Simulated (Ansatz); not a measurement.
## Moving the knobs of a GW run on BaTiO3 (Pm-3m)

Aim: change settings of a G0W0 run on BaTiO3 (Pm-3m) and see what moves.

Calculated with Ansatz 0.2.0; G0W0 on PBE, plane waves, PAW; PAW set soft_1.

**1. Set-up**

It takes space group Pm-3m (No. 221, cubic). The conventional cell has a = 4.006 Å, b = 4.006 Å, c = 4.006 Å, α = 90.00°, β = 90.00°, γ = 90.00°. Nearest to Ba lie 12 O at 2.83 Å. Nearest to Ti lie 6 O at 2.00 Å. O has 2 Ti at 2.00 Å and 4 Ba at 2.83 Å nearest. Farther neighbours and most contacts between anions are not listed.

Structure file:

```cif
data_structure
_symmetry_space_group_name_H-M 'Pm-3m'
_symmetry_Int_Tables_number 221
_cell_length_a 4.0060
_cell_length_b 4.0060
_cell_length_c 4.0060
_cell_angle_alpha 90.000
_cell_angle_beta 90.000
_cell_angle_gamma 90.000
_cell_volume 64.29
loop_
_atom_site_label
_atom_site_type_symbol
_atom_site_symmetry_multiplicity
_atom_site_Wyckoff_symbol
_atom_site_fract_x
_atom_site_fract_y
_atom_site_fract_z
_atom_site_occupancy
Ba1 Ba 1 b 0.50000 0.50000 0.50000 1
Ti1 Ti 1 a 0.00000 0.00000 0.00000 1
O1 O 3 d 0.50000 0.00000 0.00000 1
```

The cell and positions come from the Crystallography Open Database and are kept as given unless a step says otherwise. Spin-orbit coupling is left out unless a step names it.

**2. The base run: 4×4×4 mesh, 145 empty bands, screening to 100 eV, plasmon pole, PAW set soft_1 files**

G0W0 replaces the xc potential by the self-energy, built once from these orbitals. Only a window of levels is corrected, while the sums run over the empty bands that the input names. This step takes PAW set soft_1 files.

input.yaml

```yaml
crystal:
  lattice:
    - [4.006, 0.0, 0.0]
    - [0.0, 4.006, 0.0]
    - [0.0, 0.0, 4.006]
  atoms:
    - { symbol: Ba, position: [0.5, 0.5, 0.5] }
    - { symbol: Ti, position: [0.0, 0.0, 0.0] }
    - { symbol: O, position: [0.5, 0.0, 0.0] }
    - { symbol: O, position: [0.0, 0.5, 0.0] }
    - { symbol: O, position: [0.0, 0.0, 0.5] }
kpoints:
  mp_grid: { grid: [4, 4, 4] }
hamiltonian:
  xc: pbe
  pseudopotentials: { kind: paw, azcp: { folder: soft_1 } }
scf:
  occupations: { method: fixed }
gw:
  n_empty_bands: 145
  ecut_chi: 100
  qp_bands: [v2, c2]
  qp_kpoints: band_edges
  screening: { model: godby_needs }
```

Launch:

```console
$ ansatz run input.yaml --threads 2 --pin off --max-ram 73728MiB --backend cuda --events-out ev --progress --plain --runs-dir out --devices 1 --max-vram 13GiB
```

Numbers of over 12 decimals in the logs are rounded to 6 here.

Output:

```text
GPUs: using 1 of 1 available (devices: 1).
Engine: ansatz 0.2.0, x86_64-unknown-linux-gnu
Pseudopotentials: kind: paw
Pseudopotential: Ba, paw, valence charge 10, recommended cutoff 420 eV (normal), soft_1/Ba.paw.azcp
Pseudopotential: Ti, paw, valence charge 12, recommended cutoff 420 eV (normal), soft_1/Ti.paw.azcp
Pseudopotential: O, paw, valence charge 6, recommended cutoff 420 eV (normal), soft_1/O.paw.azcp
Functional definition: PBE
  parameter kappa = 0.804
  parameter beta = 0.066725
  exchange = pbe_x(kappa = kappa, mu = beta*pi^2/3)
  correlation = pbe_c(beta = beta)
device memory: the entry about to start is reckoned to put 0.6 GiB on a device that reports 51.0 GiB free (of which the cap on the GPU budget leaves the run 13.0 GiB)
GPU FFT provider: cuFFT
GPU libraries: cuBLAS 13.8.2, cuFFT 12.4.0, cuSOLVER 12.3.4
Crystal: 5 atoms, lattice volume = 64.288 Å³
Basis set: ecut = 420 eV, 1237 PW (Γ)
Bands: 25, of which v1, the nominal top of the filled ones, is band 20 counted from 1 (19 counted from 0)
Symmetry: 48 space group operations
Space group: Pm-3m (ITA 221), of the structure as read, at distance tolerance 4.0e-5 Å
k-points: 10 of 64
Non-local potential: Ba, projectors of the file, l = 0: 3, l = 1: 2, l = 2: 2, l = 3: 2
Non-local potential: Ti, projectors of the file, l = 0: 3, l = 1: 2, l = 2: 3, l = 3: 1
Non-local potential: O, projectors of the file, l = 0: 2, l = 1: 2, l = 2: 1
PAW form: soft (Blöchl's): semilocal exchange-correlation on the pseudo side does not see the compensation charge
PAW one-centre angular grid: Ba, 194 points (default); XC on 64 Gauss nodes
PAW one-centre angular grid: Ti, 590 points (default); XC on 64 Gauss nodes
PAW one-centre angular grid: O, 110 points (default); XC on 64 Gauss nodes
Initial density: superposition of atomic densities (chi_scale 0.1, normalization cell, long waves kept (reshape's long-wave potential 0.00 eV rms))
Initial wavefunctions: pseudopotential atomic-orbital guess
GPU buffer pool allocated for 19683 grid points (all kernels)
GPU transforms: local potential and band sums: pruned to the plane-wave sphere, on 27×27×27
Functional: x = pbe(κ = 0.804, μ = 0.219515), c = pbe(β = 0.066725)
SCF iter   1: F=—  HF=-10160.049957 eV  |F-HF|=—  |Δ(HF+E_count)|=         —  Δρ=5.09e-2  dr2=2.06e0  ethr=3.10e-3  ⟨swp⟩=4.5  Hψ=957  notcnv=0  defer=17
preconditioner: auto → Resta (q_TF=auto, 2.521 Å⁻¹)  ε∞=5.8  [insulator: Δε(μ)=2.348 eV  Ē_g=11.561 eV  n_scr=18 (ndim 8)  ℏωp=25.4 eV  f_vac=0.000  ε∞_Penn≈5.8]
SCF iter   2: F=—  HF=-10159.753018 eV  |F-HF|=—  |Δ(HF+E_count)|=   2.97e-1  Δρ=2.44e-2  dr2=4.40e-1  ethr=3.10e-3  ⟨swp⟩=3.1  Hψ=526  notcnv=0  defer=11
[...]
--- Band table (eV; the first three rows and the last of 10) ---
  k-point 0: bands = [... 16 lower, 9.1355, 10.1341, 10.1341, 10.1341, 12.0283, 12.0283, 12.0283, 14.1698, ... 1 higher]
  k-point 1: bands = [... 16 lower, 8.7298, 9.0479, 9.8070, 9.8070, 12.0900, 12.9724, 12.9724, 14.1722, ... 1 higher]
  k-point 2: bands = [... 16 lower, 8.4306, 8.4306, 9.5693, 9.5693, 12.1541, 13.7397, 13.7397, 14.1745, ... 1 higher]
  k-point 9: bands = [... 16 lower, 7.8966, 10.2372, 10.2372, 10.2372, 14.4133, 14.4133, 14.4133, 17.0654, ... 1 higher]
--- G₀W₀: ω_p = 29.2901 eV, 64 q-points, 145 empty bands' worth ---
  eigenvalues of the whole cell's RPA ε∞ on this k-mesh (on a slab, of 1 + 4πα/V) = 7.0639, 7.0639, 7.0639; static W/v taken at q = 0 is 0.141564
  GN-PPA: 456944/1358103 pairs with Re ω̃² < 0 across q-mesh
  bands read: the sum over 165 bands ends inside a degenerate multiplet in 1 slot, whose members it reads at an even weight; the widest, k=1: bands 165 to 166 (counted from 1) at 1/2 each
  gw.qp_kpoints: band_edges: 9 of 10 stored k-points solved, in 1 pass; an edge of the gap read off the rows below is read off those points alone
    valence top: of the k-points left out ik 6 came nearest to being solved in a further pass, in band 20 (counted from 1, as in the quasiparticle table): it holds the edge there only if its correction is more favourable than any solved in that band by at least 0.569 eV; those differ by 0.096 eV
    conduction bottom: of the k-points left out ik 6 came nearest to being solved in a further pass, in band 21 (counted from 1, as in the quasiparticle table): it holds the edge there only if its correction is more favourable than any solved in that band by at least 1.385 eV; those differ by 0.304 eV
  `?` marks the rows in doubt; gw_qp.tsv's column doubts and the gw_qp event give each row's grounds
    ik  band        ε_KS         Σx   Σc(E_QP)       V_xc       Z   E_QP_lin       E_QP  E_QP is
     0    19     10.1341   -26.0321     4.7040   -21.2782  0.7652    10.0842    10.0842  root
     0    20     10.1341   -26.0321     4.7040   -21.2782  0.7652    10.0842    10.0842  root
     0    21     12.0283   -12.6294    -6.3485   -20.2840  0.7733    13.3468    13.3344  root
     0    22     12.0283   -12.6294    -6.3485   -20.2840  0.7733    13.3468    13.3344  root
     1    19      9.8070   -25.6946     4.6395   -20.9726  0.7651     9.7245     9.7245  root
     1    20      9.8070   -25.6946     4.6395   -20.9726  0.7651     9.7245     9.7245  root
     1    21     12.0900   -12.7517    -6.4342   -20.5201  0.7716    13.4376    13.4241  root
     1    22     12.9724   -14.1585    -6.2121   -21.7815  0.7592    14.3941    14.3833  root
[...]
7    22     13.9560   -14.2508    -7.0471   -22.8412  0.7954    15.6325    15.4992  root ?
[...]
8    21     14.0599   -14.7032    -7.0166   -23.2981  0.7791    15.7406    15.6383  root ?
     8    22     14.0599   -14.7032    -7.0166   -23.2981  0.7791    15.7406    15.6383  root ?
     9    19     10.2372   -25.8486     5.0129   -20.7734  0.7583    10.1749    10.1749  root
     9    20     10.2372   -25.8486     5.0129   -20.7734  0.7583    10.1749    10.1749  root
     9    21     14.4133   -14.7030    -7.3888   -23.7019  0.7238    16.0349    16.0233  root
     9    22     14.4133   -14.7030    -7.3888   -23.7019  0.7238    16.0349    16.0233  root
[key lines of the parts left out:]
SCF converged after 8 iterations
Free energy (F): -10159.715939 eV
Fermi energy:    10.237247 eV
```

The job ended after 7.3 s (1 × NVIDIA H100 80GB HBM3 (shared by 6 runs) with 2 threads of AMD EPYC 7R13 (Zen 3), shared host; peak memory 1.1 GiB; 7.2 s of CPU time).

In the SCF lines HF is the Harris–Foulkes energy and dr2 the Hartree energy of the density residual, in eV; the loop may stop once dr2 is under the threshold and the program's other checks hold. Hψ counts applications of the Hamiltonian.

Numbers from this step:

```
bands summed                                 : 165
plasmon-pole fit frequency                   : 29.29 eV
RPA ε∞ on this mesh (eigenvalues)            : 7.064, 7.064, 7.064
plane waves in the screening matrix          : 147
q-points in the mesh                         : 64
G0W0 gap on the mesh                         : 3.160 eV
k of the valence top                         : -0.5, -0.5, -0.5
k of the conduction bottom                   : 0, 0, 0
starting gap on the mesh                     : 1.791 eV
Z at the valence top                         : 0.7583
Z at the conduction bottom                   : 0.7733
least direct G0W0 gap on the computed points : 3.250 eV
```

The gap on the mesh goes from 1.79 eV to 3.16 eV, a correction of +1.37 eV. Between the two edge states, bare exchange in place of the xc potential would open the gap by 12.73 eV, and correlation takes back 11.36 eV.

**3. Variant: plasmon pole at a typed frequency**

input.yaml: that of step 2 with these lines changed.

```diff
@@ -24 +24,2 @@
   screening: { model: godby_needs }
+  plasmon_pole_fit_frequency: 5
```

Output:

```text
GPUs: using 1 of 1 available (devices: 1).
[...]
GPU FFT provider: cuFFT
GPU libraries: cuBLAS 13.8.2, cuFFT 12.4.0, cuSOLVER 12.3.4
Crystal: 5 atoms, lattice volume = 64.288 Å³
Basis set: ecut = 420 eV, 1237 PW (Γ)
Bands: 25, of which v1, the nominal top of the filled ones, is band 20 counted from 1 (19 counted from 0)
[... 1 set-up line as in the run before ...]
[...]
k-points: 10 of 64
[...]
GPU buffer pool allocated for 19683 grid points (all kernels)
[...]
SCF iter   1: F=—  HF=-10160.049957 eV  |F-HF|=—  |Δ(HF+E_count)|=         —  Δρ=5.09e-2  dr2=2.06e0  ethr=3.10e-3  ⟨swp⟩=4.5  Hψ=957  notcnv=0  defer=17
[...]
SCF iter   8: F=-10159.715939 eV  HF=-10159.715939 eV  |F-HF|=4.77e-8  |Δ(HF+E_count)|=   1.09e-6  Δρ=9.41e-6  dr2=7.39e-8  ethr=2.50e-10  ⟨swp⟩=6.9  Hψ=1171  notcnv=0
SCF 1 converged in 8 iterations: F = -10159.715939 eV  dr2 = 7.39e-8
[...]
NSCF: frozen V_eff on 10 k-points, pencils in batches of 32, up to order 100
[...]
NSCF: frozen V_eff on 10 k-points
G₀W₀ screening: q 1/10
[... further progress lines ...]
SCF converged after 8 iterations
Free energy (F): -10159.715939 eV
[...]
Internal energy: -10159.715939 eV  (E = F + TS)
E sigma→0 (E₀):  -10159.715939 eV
Fermi energy:    10.237247 eV
[...]
--- Band table (eV; the first three rows and the last of 10) ---
  k-point 0: bands = [... 16 lower, 9.1355, 10.1341, 10.1341, 10.1341, 12.0283, 12.0283, 12.0283, 14.1698, ... 1 higher]
  k-point 1: bands = [... 16 lower, 8.7298, 9.0479, 9.8070, 9.8070, 12.0900, 12.9724, 12.9724, 14.1722, ... 1 higher]
  k-point 2: bands = [... 16 lower, 8.4306, 8.4306, 9.5693, 9.5693, 12.1541, 13.7397, 13.7397, 14.1745, ... 1 higher]
  k-point 9: bands = [... 16 lower, 7.8966, 10.2372, 10.2372, 10.2372, 14.4133, 14.4133, 14.4133, 17.0654, ... 1 higher]
--- G₀W₀: ω_p = 5.0000 eV, 64 q-points, 145 empty bands' worth ---
[...]
GN-PPA: 579944/1358103 pairs with Re ω̃² < 0 across q-mesh
[...]
0    19     10.1341   -26.0321     4.8091   -21.2782  0.7007    10.1893    10.1893  root
     0    20     10.1341   -26.0321     4.8091   -21.2782  0.7007    10.1893    10.1893  root
     0    21     12.0283   -12.6294    -6.3103   -20.2840  0.7067    13.4015    13.3727  root
     0    22     12.0283   -12.6294    -6.3103   -20.2840  0.7067    13.4015    13.3727  root
     1    19      9.8070   -25.6946     4.7640   -20.9726  0.6989     9.8490     9.8491  root
     1    20      9.8070   -25.6946     4.7640   -20.9726  0.6989     9.8490     9.8491  root
     1    21     12.0900   -12.7517    -6.4045   -20.5201  0.7043    13.4838    13.4537  root
     1    22     12.9724   -14.1585    -6.2666   -21.7815  0.6882    14.3604    14.3287  root
[...]
9    19     10.2372   -25.8486     5.1272   -20.7734  0.6911    10.2892    10.2893  root
     9    20     10.2372   -25.8486     5.1272   -20.7734  0.6911    10.2892    10.2893  root
     9    21     14.4133   -14.7030    -7.5943   -23.7019  0.6518    15.8628    15.8178  root
     9    22     14.4133   -14.7030    -7.5943   -23.7019  0.6518    15.8628    15.8178  root
```

Elapsed: 7.4 s, on 1 × NVIDIA H100 80GB HBM3 (shared by 6 runs) with 2 threads; peak memory 1.1 GiB; 7.9 s of CPU time.

The G0W0 gap on the mesh is 3.083 eV.

Against the base:

| setting | base | variant |
| --- | --- | --- |
| plasmon pole fit frequency | - | 5 |

| quantity | variant | base |
| --- | --- | --- |
| starting gap on the mesh | 1.791 | 1.791 |
| G0W0 gap on the mesh | 3.083 | 3.160 |
| least direct G0W0 gap on the computed points | 3.183 | 3.250 |
| Z at the valence top | 0.691 | 0.758 |
| Z at the conduction bottom | 0.707 | 0.773 |

**4. Results**

```json
{
 "base": "3.16 eV, 7.3 s",
 "plasmon pole at a typed frequency": "3.08 eV, 7.4 s"
}
```

**Reading.** Plasmon pole at a typed frequency: the gap moves by −0.08 eV. All runs here use a coarse mesh and modest cutoffs; they test settings and are not final values. The 4×4×4 mesh is coarse for this cell (its supercell is 16 Å along the shortest edge). The RPA ε∞ on it, from the PBE start, is 7.06; such meshes misread the long-range screening, most where the gap is narrow. This is the ideal cubic cell; many perovskites, halides above all, are cubic only on average, and local tilts or off-centring can widen the gap. The many-body steps are scalar-relativistic: spin-orbit coupling is not in them.

[Paths, hosts, dates, memory and timing lines, banners, echoed tables and standing remarks are left out of the program output.]

[Logs are printed without paths, hosts, clocks, repeated set-up lines and the standing remarks that a program may print on its own settings, such as how far it seeks lower states.]

[Runs of the session that timed out or met a known fault of the program may be left out.]

[Cells called generated may have been cut or substituted from an entry of the Crystallography Open Database or the Materials Project.]

[Hosts, paths, dates, database ids (printed as entryN), source tags and the programs' standing remarks are cut or masked in the printed files.]
